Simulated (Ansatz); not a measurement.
From input file to script: AlP, space group F-43m in Ansatz 0.2.0.

```yaml
crystal:
  lattice:
    - [0.0, 2.7255, 2.7255]
    - [2.7255, 0.0, 2.7255]
    - [2.7255, 2.7255, 0.0]
  atoms:
    - { symbol: Al, position: [0.0, 0.0, 0.0] }
    - { symbol: P, position: [0.25, 0.25, 0.25] }
kpoints:
  mp_grid: { kspacing: 0.4 }
hamiltonian:
  xc: pbesol
scf:
  occupations: { method: fixed }
  convergence: { dr2_threshold: 1.0e-08 }
  n_extra_bands: 16
basis:
  ecutwfc: "550 eV"
output:
  forces: true
  stress: true
```

On the command line:
```console
$ ansatz run input.yaml --threads 1 --pin off --max-ram 3072MiB --backend cpu --events-out ev --progress --plain --runs-dir out
Warning: output.stress: scf.convergence.dr2_threshold = 1e-8 eV is looser than the 2e-10 eV advised for a printed stress (1e-10 eV for each atom of the cell: 2). What an SCF threshold leaves in a stress goes as its square root, and in the free energy as the threshold itself, and one threshold admits the most on a small cell: of the crystals measured, under no hybrid functional and no lock of the [...]
scf.n_extra_bands = 16 over 4 filled bands (N_el = 8.0): the run solves 20 bands
Engine: ansatz 0.2.0, aarch64-unknown-linux-gnu
Pseudopotentials: kind: paw
Pseudopotential: Al, paw, valence charge 3, recommended cutoff 420 eV (normal), Al.paw.azcp
Pseudopotential: P, paw, valence charge 5, recommended cutoff 420 eV (normal), P.paw.azcp
Functional definition: PBEsol
  exchange = pbesol_x
  correlation = pbesol_c
Crystal: 2 atoms, lattice volume = 40.492 Å³
Basis set: ecut = 550 eV, 1243 PW (Γ), exchange–correlation on 60×60×60 points (8 copies of the dense FFT grid, shifted against one another)
Bands: 20, of which v1, the nominal top of the filled ones, is band 4 counted from 1 (3 counted from 0)
Symmetry: 24 space group operations
Space group: F-43m (ITA 216), of the structure as read, at distance tolerance 3.4e-5 Å
k-points: 10 of 125 (time reversal used)
Non-local potential: Al, projectors of the file, l = 0: 2, l = 1: 2, l = 2: 1
Non-local potential: P, projectors of the file, l = 0: 2, l = 1: 2, l = 2: 2
PAW form: soft (Blöchl's): semilocal exchange-correlation on the pseudo side does not see the compensation charge
PAW frozen core: Al, regenerated for the run's functional, and the local potential with it (the file was generated under x = pbe(κ = 0.804, μ = 0.2195149727645171), c = pbe(β = 0.06672455060314922))
PAW frozen core: P, regenerated for the run's functional, and the local potential with it (the file was generated under x = pbe(κ = 0.804, μ = 0.2195149727645171), c = pbe(β = 0.06672455060314922))
PAW one-centre angular grid: Al, 110 points (default); XC on 64 Gauss nodes
PAW one-centre angular grid: P, 110 points (default); XC on 64 Gauss nodes
Initial density: superposition of atomic densities (neutral atoms: chi_scale 0, normalization atom), corrected by the library's trained network
Initial wavefunctions: pseudopotential atomic-orbital guess
Functional: x = pbesol(κ = 0.804, μ = 0.12345679012345678), c = pbesol(β = 0.046)
SCF iter   1: F=—  HF=-1265.706834 eV  |F-HF|=—  |Δ(HF+E_count)|=         —  Δρ=2.91e-3  dr2=5.97e-3  ethr=1.77e-3  ⟨swp⟩=5.4  Hψ=938  notcnv=0  defer=136
preconditioner: auto → none  [insulator: Δε(μ)=1.631 eV  Ē_g=18.463 eV  n_scr=8 (ndim 8)  ℏωp=16.5 eV  f_vac=0.000  ε∞_Penn≈1.8]
SCF iter   2: F=—  HF=-1265.705179 eV  |F-HF|=—  |Δ(HF+E_count)|=   1.65e-3  Δρ=8.72e-4  dr2=3.05e-4  ethr=7.47e-5  ⟨swp⟩=2.1  Hψ=302  notcnv=0  defer=139
SCF iter   3: F=—  HF=-1265.705189 eV  |F-HF|=—  |Δ(HF+E_count)|=   1.02e-5  Δρ=3.23e-4  dr2=3.59e-5  ethr=3.82e-6  ⟨swp⟩=2.2  Hψ=125  notcnv=0  defer=138
SCF iter   4: F=—  HF=-1265.705196 eV  |F-HF|=—  |Δ(HF+E_count)|=   6.87e-6  Δρ=5.08e-5  dr2=6.04e-7  ethr=4.49e-7  ⟨swp⟩=2.1  Hψ=128  notcnv=0  defer=133
SCF iter   5: F=—  HF=-1265.705198 eV  |F-HF|=—  |Δ(HF+E_count)|=   2.28e-6  Δρ=5.28e-6  dr2=1.83e-8  ethr=7.55e-9  ⟨swp⟩=2.4  Hψ=148  notcnv=0  defer=129
SCF iter   6: F=-1265.705198 eV  HF=-1265.705198 eV  |F-HF|=3.14e-11  |Δ(HF+E_count)|=   7.14e-9  Δρ=7.91e-7  dr2=1.75e-10  ethr=1.25e-10  ⟨swp⟩=5.0  Hψ=376  notcnv=0
SCF 1 converged in 6 iterations: F = -1265.705198 eV  dr2 = 1.75e-10
  greatest PAW one-centre occupation: 0.777 electrons in one spin orbital (limit 2), on the P atom at site 1 (counted from 0), in its partial waves of l = 0
SCF converged after 6 iterations
Free energy (F): -1265.705198 eV
Harris-Foulkes:  -1265.705198 eV  (|F-HF|=3.14e-11)
Internal energy: -1265.705198 eV  (E = F + TS)
E sigma→0 (E₀):  -1265.705198 eV
Fermi energy:    5.054176 eV
--- Per-component energies (eV) ---
  E_band       = 4.643144
  E_kinetic    = 93.990331
  E_local      = -81.860088  (includes V_loc(G=0)·N_el)
  E_nonlocal   = 44.941336
  E_hartree    = 24.601050
  E_xc         = -100.661526
  E_vxc        = -90.167678  (∫ρ·V_xc dr)
  E_paw        = -1009.107622  (= ΣΔE_a)
  E_vpaw       = -11.462816  (= ΣTr[D̂ρ^β])
  E_aug_tail   = -0.000000  (compensation charges beyond the density's cutoff)
  E_ewald      = -237.673915
  E_core_change = 0.065235  (= ΣΔE_core)
  E_smearing   = -0.000000  (= −TS)
  E_closure    = 0.000000  (closes the sum)
  Σ components = -1265.705198   (vs F -1265.705198, Δ=0.00e0)
--- Forces (eV/Å), atoms counted from 1 ---
  atom   1  Al     0.00000000    -0.00000000     0.00000000
  atom   2  P     -0.00000000     0.00000000     0.00000000
  max |Σ_I F_I| component: 5.55e-17 eV/Å
--- Stress (GPa, compression-positive) ---
        1.079774       0.000000      -0.000000
        0.000000       1.079774       0.000000
       -0.000000       0.000000       1.079774
  P = ⅓ Tr σ = 1.0798 GPa (10.798 kbar)
```

Script `run_deck.py`:
```python
# -*- coding: utf-8 -*-
import json
import warnings

import ansatz as az
import numpy as np

warnings.simplefilter("ignore", az.DeckWarning)

settings = {
    "crystal": {
        "lattice": [[0.0, 2.7255, 2.7255], [2.7255, 0.0, 2.7255], [2.7255, 2.7255, 0.0]],
        "atoms": [
            {"symbol": "Al", "position": [0.0, 0.0, 0.0]},
            {"symbol": "P", "position": [0.25, 0.25, 0.25]},
        ],
    },
    "kpoints": {"mp_grid": {"kspacing": 0.4}},
    "hamiltonian": {"xc": "pbesol"},
    "scf": {
        "occupations": {"method": "fixed"},
        "convergence": {"dr2_threshold": 1e-08},
        "n_extra_bands": 16,
    },
    "basis": {"ecutwfc": "550 eV"},
    "output": {"forces": True, "stress": True},
}

result = az.Session.from_dict(settings).plan(threads=1).execute()
summary = result.report

energy = summary["free_energy_ev"]
print("AlP: {:.6f} eV = {:.6f} Ry = {:.6f} Ha".format(energy, energy / 13.605693, energy / 27.211386))
print("Fermi level {:.4f} eV, {} k-points, {} symmetry operations".format(summary["fermi_energy_ev"], summary["n_kpoints"], summary["n_symmetry_ops"]))

print("forces (eV/A)")
for site, force in zip(result.lattice.sites, summary["forces_ev_ang"]):
    print(f"  {site.symbol:2s} {force[0]:9.4f} {force[1]:9.4f} {force[2]:9.4f}")

stress = np.array(summary["stress_gpa"])
print(f"pressure {np.trace(stress) / 3:.3f} GPa")
print("stress tensor, GPa, positive in compression")
print(np.round(stress, 3) + 0.0)

keep = ["free_energy_ev", "energy_sigma0_ev", "fermi_energy_ev", "n_iterations", "converged", "magnetization_mub", "n_kpoints"]
with open("alp.json", "w") as handle:
    json.dump({key: summary[key] for key in keep}, handle, indent=1)
```

```console
$ python run_deck.py
AlP: -1265.705198 eV = -93.027617 Ry = -46.513809 Ha
Fermi level 5.0542 eV, 10 k-points, 24 symmetry operations
forces (eV/A)
  Al    0.0000   -0.0000    0.0000
  P    -0.0000    0.0000    0.0000
pressure 1.080 GPa
stress tensor, GPa, positive in compression
[[1.08 0.   0.  ]
 [0.   1.08 0.  ]
 [0.   0.   1.08]]
```

Notes:
- The settings weren't tested for convergence.
- Under fixed occupations the level called the Fermi level is the highest filled one on the SCF mesh; off the mesh a filled band can lie a little above it.
- The zero of the levels is a convention of the potentials, so an absolute Fermi energy is no work function.
- The program warned that this SCF threshold is loose for forces or stresses.
- Of the deposited cell: the entry's cell lengths or inner coordinates differ somewhat from later room-temperature determinations.
- The structure is a deposited one; some such entries were measured under pressure or heat, so a shift against it needn't be the functional's error alone.
- The script silences the warnings on its input, which a real study should read.
- Timing: 1 s on 1 thread of Arm Neoverse V2, with other jobs on the host, peak memory 0.33 GiB.

(A comment or docstring line of the script was reworded after the run, the code is as it ran; lines on the test bed's own set-up are left out of the output.)
